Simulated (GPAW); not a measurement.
The system is Ru.

```
CELL_PARAMETERS angstrom
2.70580 0.00000 0.00000
-1.35290 2.34329 0.00000
0.00000 0.00000 4.28190
ATOMIC_POSITIONS crystal
Ru 0.66667 0.33333 0.75000
Ru 0.33333 0.66667 0.25000
```

* Program: GPAW 26.7.0
* Task: relaxation of cell and atoms
* Functional: r2SCAN
* Dispersion: D3(BJ)
* Potentials or basis: GPAW PAW data sets (gpaw-data 1.2.1)
* Cutoff: 600 eV
* Basis: pw
* k mesh: 8 × 8 × 5
* Occupations: fermi-dirac, width 0.05 eV
* Spin: no spin polarisation

At the start: pressure -4.3 GPa; volume 13.57 Å³/atom.

Task: How do energy, volume and symmetry change on relaxing?

Result: Over 3 steps the energy falls by 2.2 meV/atom and the volume is 13.38 Å³/atom (-1.4 %); space group P6_3/mmc (No. 194, to 0.05 Å).

Step by step:
```
step  energy change (eV)  largest force (eV/Å)  pressure (GPa)  volume (Å³)
   1              0.0000                0.0001           -4.30        27.15
   2             -0.0030                0.0001           -2.52        27.00
   3             -0.0043                0.0001            0.40        26.77
```

Final structure:
```yaml
crystal:
  lattice:
    - [2.69465, 0.00000, 0.00000]
    - [-1.34732, 2.33363, 0.00000]
    - [0.00000, 0.00000, 4.25688]
  atoms:
    - { symbol: Ru, position: [0.66667, 0.33333, 0.75000] }
    - { symbol: Ru, position: [0.33333, 0.66667, 0.25000] }
```

Caveat: later steps reuse the first step's grids; the PAW data sets were made with another functional, which shifts forces and pressure a little; pairwise dispersion overbinds metals, which lowers pressure and volume.
